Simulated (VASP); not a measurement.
# AlP (F-43m) in VASP: a series of runs, part 2 of 2

VASP 6.6.1. The steps go on from the part before.

## (3) EvGW0 quasiparticle levels, PBE

Contents of POSCAR:

```
AlP                                     
1.0
    0.0000000000      2.7357031041      2.7357031041
    2.7357031041      0.0000000000      2.7357031041
    2.7357031041      2.7357031041      0.0000000000
  Al              P             
     1     1
Direct
     0.0000000000000000    0.0000000000000000    0.0000000000000000
     0.2500000000000000    0.2500000000000000    0.2500000000000000
```

Contents of INCAR.step1:

```
SYSTEM = AlP
ALGO = Fast
EDIFF = 1E-8
ENCUT = 500
GGA = PE
ISMEAR = 0
KPAR = 4
LASPH = .TRUE.
LCHARG = .FALSE.
LREAL = .FALSE.
LWAVE = .TRUE.
NELM = 80
PREC = Accurate
SIGMA = 0.01
```

Contents of INCAR.step2:

```
SYSTEM = AlP
ALGO = Exact
EDIFF = 1E-8
ENCUT = 500
GGA = PE
ISMEAR = 0
ISTART = 1
KPAR = 4
LASPH = .TRUE.
LCHARG = .FALSE.
LOPTICS = .TRUE.
LREAL = .FALSE.
LWAVE = .TRUE.
NBANDS = 155
NELM = 1
PREC = Accurate
SIGMA = 0.01
```

Contents of INCAR.step3:

```
SYSTEM = AlP
ALGO = EVGW0
EDIFF = 1E-8
ENCUT = 500
ENCUTGW = 150
GGA = PE
ISMEAR = 0
ISTART = 1
KPAR = 4
LASPH = .TRUE.
LCHARG = .FALSE.
LREAL = .FALSE.
LWAVE = .FALSE.
NBANDS = 155
NBANDSGW = 12
NELMGW = 4
NOMEGA = 48
PREC = Accurate
PRECFOCK = Fast
SIGMA = 0.01
```

Contents of KPOINTS:

```
k-points
0
G
  4 4 4
  0 0 0
```

Potentials or basis: VASP PAW PBE potentials, release 64 (Al_GW, P_GW).

The run is started by

```
> cat potpaw_PBE.64/Al_GW/POTCAR potpaw_PBE.64/P_GW/POTCAR > POTCAR
> cp INCAR.step1 INCAR
> mpirun -np 4 vasp_std > vasp.out
> cp INCAR.step2 INCAR
> mpirun -np 4 vasp_std > vasp.out
> cp INCAR.step3 INCAR
> mpirun -np 4 vasp_std > vasp.out
```

OUTCAR:

```text
SYSTEM = AlP
   EDIFF = 1E-8
   ENCUT = 500
   ENCUTGW = 150
   GGA = PE
   ISMEAR = 0
   ISTART = 1
   LASPH = .TRUE.
   LREAL = .FALSE.
   NELMGW = 4
   PREC = Accurate
   PRECFOCK = Fast

 ion  position               nearest neighbor table
   1  0.000  0.000  0.000-   2 2.37   2 2.37   2 2.37   2 2.37
   2  0.250  0.250  0.250-   1 2.37   1 2.37   1 2.37   1 2.37

  LATTYP: Found a face centered cubic cell.
 ALAT       =     5.4714062082

  Lattice vectors:

 A1 = (   0.0000000000,   2.7357031041,   2.7357031041)
 A2 = (   2.7357031041,   0.0000000000,   2.7357031041)
 A3 = (   2.7357031041,   2.7357031041,   0.0000000000)

Analysis of symmetry for initial positions (statically):
=====================================================================
 Subroutine PRICEL returns:
 Original cell was already a primitive cell.

 Routine SETGRP: Setting up the symmetry group for a
 face centered cubic supercell.

 Subroutine GETGRP returns: Found 24 space group operations
 (whereof 24 operations were pure point group operations)
 out of a pool of 48 trial point group operations.

The static configuration has the point symmetry T_d .

Analysis of symmetry for dynamics (positions and initial velocities):
=====================================================================
 Subroutine PRICEL returns:
 Original cell was already a primitive cell.

 Routine SETGRP: Setting up the symmetry group for a
 face centered cubic supercell.
[... 102 lines left out ...]
   EFERMI =   0.00;   METHOD = LEGACY
   ISMEAR =     0;   SIGMA  =   0.01  broadening in eV -4-tet -1-fermi 0-gaus
   EFERMI_NEDOS =   21; number of points for ismear=-14 and -15
   IALGO  =     38    algorithm
   IMIX   =      4    mixing-type and parameters
     AMIX     =   0.40;   BMIX     =  1.00
     AMIX_MAG =   1.60;   BMIX_MAG =  1.00
  volume/ion in A,a.u.               =      20.47       138.17
  Fermi-wavevector in a.u.,A,eV,Ry     =   0.949932  1.795111 12.277501  0.902371
  Thomas-Fermi vector in A             =   2.078261
   LORBIT       =      0    0 simple, 1 ext, 2 COOP (PROOUT), +10 PAW based schemes
   GGA     = PE    functional components
   LHFCALC =     T    Hartree Fock is set to
   PRECFOCK=fast      Normal, Fast or Accurate (Low or Medium for compatibility)
   ENCUT4O =  -1.0   cutoff for four orbital integrals eV
   NKREDX  =     1    reduce k-point grid by
   NKREDY  =     1    reduce k-point grid by
   NKREDZ  =     1    reduce k-point grid by
   AEXX    =    1.0000 exact exchange contribution
   HFSCREEN=    0.0000 screening length (either q_TF or 0.3 A-1)
   HFSCREENC=   0.0000 screening length for correlation (either q_TF or 0.3 A-1)
   ENCUTFOCK=  -1.0 apply spherical cutoff to Coloumb kernel
   IVDW    =     0    specifies the selected vdW correction
   LEPSILON=     F    determine dielectric tensor
   LRPA    =     F    only Hartree local field effects (RPA)
   LRPAFORCE           =     F    calculate RPA forces
   ENCUTGW             = 150.0    cutoff for response function in eV
   ENCUTGWSOFT         = 120.0    soft cutoff for Coulomb kernel in GW response function in eV
   ENCUTLF             =  -1.0    cutoff for local field effects
   NELMGW              =     4    number of iterations in solving QP/BSE equation
   NELMHF              =     1    number of iterations in the inner HF iteration
   NKREDLFX            =     1    NKREDLFY  =   1   NKREDLFZ  =   1
 non-spin polarized calculation
 Gauss-broadening in eV      SIGMA  =   0.01
  energy-cutoff  :      500.00
  volume of cell :       40.95
 maximum number of plane-waves:      1056
  NGX = 16; NGY = 16; NGZ = 16
   NGX = 15   NGY = 15   NGZ = 15
 maximum number of plane-waves:       176

 QP shifts <psi_nk| G(iteration)W_0 |psi_nk>: iteration 1
 for sc-GW calculations column KS-energies equals QP-energies in previous step
 and V_xc(KS)=  KS-energies - (<T + V_ion + V_H > + <T+V_H+V_ion>^1  + <V_x>^1)

 k-point   1 :       0.0000    0.0000    0.0000
  band No.  KS-energies  QP-energies   sigma(KS)   V_xc(KS)     V^pw_x(r,r')   Z            occupation Imag(sigma)

      1      -7.6267      -8.2685     -12.0265     -11.0648     -18.3893       0.6674       2.0000       1.2755
      2       3.8503       3.1527     -12.8691     -11.9506     -14.1422       0.7596       2.0000       0.0677
      3       3.8503       3.1527     -12.8691     -11.9506     -14.1422       0.7596       2.0000       0.0677
      4       3.8503       3.1527     -12.8691     -11.9506     -14.1422       0.7596       2.0000       0.0677
      5       7.0905       7.3521      -9.7905     -10.1308      -5.4728       0.7687       0.0000      -0.0854
      6       8.3756       8.6809      -9.2287      -9.6316      -4.8225       0.7579       0.0000      -0.0930
      7       8.3756       8.6809      -9.2287      -9.6316      -4.8225       0.7579       0.0000      -0.0930
      8       8.3756       8.6809      -9.2287      -9.6316      -4.8225       0.7579       0.0000      -0.0930
      9      12.6340      12.9945      -9.4241      -9.9081      -4.1433       0.7449       0.0000      -0.1983
     10      12.6340      12.9945      -9.4241      -9.9081      -4.1433       0.7449       0.0000      -0.1983
     11      14.0816      14.0397      -7.8027      -7.7469      -2.2637       0.7512       0.0000      -0.3522
     12      16.0678      16.0281      -8.0506      -7.9978      -2.0842       0.7527       0.0000      -0.6040
[... 490 lines left out ...]
      1      -6.0179      -6.0296     -12.9712       6.9362     -18.5448       0.6877       2.0000       0.8337
      2      -2.0322      -2.0415     -11.4150       9.3695     -14.6056       0.7009       2.0000       0.2162
      3      -0.3001      -0.3072     -11.3727      11.0628     -13.6842       0.7292       2.0000       0.1208
      4       0.0984       0.0918     -11.2194      11.3088     -13.2823       0.7373       2.0000       0.1029
      5       8.2693       8.2687      -9.3405      17.6089      -5.0774       0.7645       0.0000      -0.0912
      6      10.1702      10.1702     -10.1712      20.3414      -5.2170       0.7425       0.0000      -0.1366
      7      10.1814      10.1813      -9.1175      19.2989      -4.4616       0.7573       0.0000      -0.1177
      8      10.4489      10.4492      -8.9741      19.4234      -3.8848       0.7473       0.0000      -0.1625
      9      15.2783      15.2792      -9.7803      25.0599      -3.3692       0.7238       0.0000      -0.5061
     10      16.1756      16.1765     -10.6615      26.8383      -4.2885       0.7305       0.0000      -0.5362
     11      17.2688      17.2694      -9.6090      26.8786      -3.1752       0.7409       0.0000      -0.6724
     12      18.3757      18.3765     -10.2909      28.6677      -3.6381       0.7304       0.0000      -0.7390
```

OUTCAR.step2:

```text
SYSTEM = AlP
   EDIFF = 1E-8
   ENCUT = 500
   GGA = PE
[... 690 lines left out ...]
  --------------------------------------------------------------------------------------------------------------
     0.00000    12.20348    12.20348    12.20348     0.00000     0.00000    -0.00000
     1.69214    14.32751    14.32751    14.32751     0.00000     0.00000     0.00000
     3.38428    33.99203    33.99203    33.99203     0.00000     0.00000     0.00000
     5.07642    -8.59981    -8.59981    -8.59981    -0.00000    -0.00000     0.00000
     6.76856    -3.67362    -3.67362    -3.67362    -0.00000    -0.00000     0.00000
     8.46070    -0.72049    -0.72049    -0.72049    -0.00000    -0.00000     0.00000
[... 92 lines left out ...]
   165.82965     0.98882     0.98882     0.98882    -0.00000    -0.00000    -0.00000
   167.52179     0.98905     0.98905     0.98905    -0.00000    -0.00000    -0.00000
```

It took 66 s on 4 MPI ranks of Intel Xeon 6975P-C (Granite Rapids), shared host; peak memory 0.35 GiB.

Results:

```yaml
Band_gap_on_the_k_mesh_mean-field_level: 1.57 eV, indirect (least direct gap 3.24 eV)
Quasiparticle_gap: 2.46 eV
Least_direct_quasiparticle_gap: 4.37 eV
```

Levels at points of the mesh, in eV from the valence-band top:
```tsv
k point	band 1	band 2	band 3	band 4	band 5	band 6	band 7	band 8
(0.00, 0.00, 0.00)	-11.48	0.00	0.00	0.00	3.24	4.53	4.53	4.53
(0.50, 0.00, 0.00)	-9.81	-5.52	-0.76	-0.76	2.77	4.79	4.79	8.24
(0.50, 0.50, 0.00)	-9.15	-5.31	-2.10	-2.10	1.57	2.45	11.00	11.00
```

Quasiparticle gap after each update of the energies (eV): 2.32, 2.44, 2.46, 2.46

Caveat: the k mesh is coarse (spacing up to 0.50 Å⁻¹), so the values aren't converged; bands, screening cutoff and mesh are small and nothing is extrapolated, so the quasiparticle values aren't converged.
